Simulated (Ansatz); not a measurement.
**Rh: hydrostatic pressure series**

All numbers below come from DFT PBE, scalar-relativistic, plane waves, PAW in Ansatz. Settings: 420 eV cutoff, 18×18×18 k-mesh, Gaussian smearing of 0.10 eV, no spin polarisation.

Starting point, cell and atoms relaxed:

```
Rh
1.0
     0.00000    1.91497    1.91497
     1.91497    0.00000    1.91497
     1.91497    1.91497    0.00000
Rh
1
Direct
  0.00000 0.00000 0.00000
```

Cell and atoms are relaxed at each pressure within the symmetry of the start, at zero temperature, so transitions that lower the symmetry aren't seen. The k-mesh given is that at zero pressure and may differ at others.

Problem. Give the structure at 3 GPa.

Solution.
```
Rh
1.0
     0.00000    1.90776    1.90776
     1.90776    0.00000    1.90776
     1.90776    1.90776    0.00000
Rh
1
Direct
  0.00000 0.00000 0.00000
```
Symmetry: Fm-3m, No. 225, cubic system. The conventional cell has a = 3.816 Å, b = 3.816 Å, c = 3.816 Å, α = 90.00°, β = 90.00°, γ = 90.00°. Rh (site symmetry m-3m) has 12 Rh at 2.70 Å as nearest neighbours.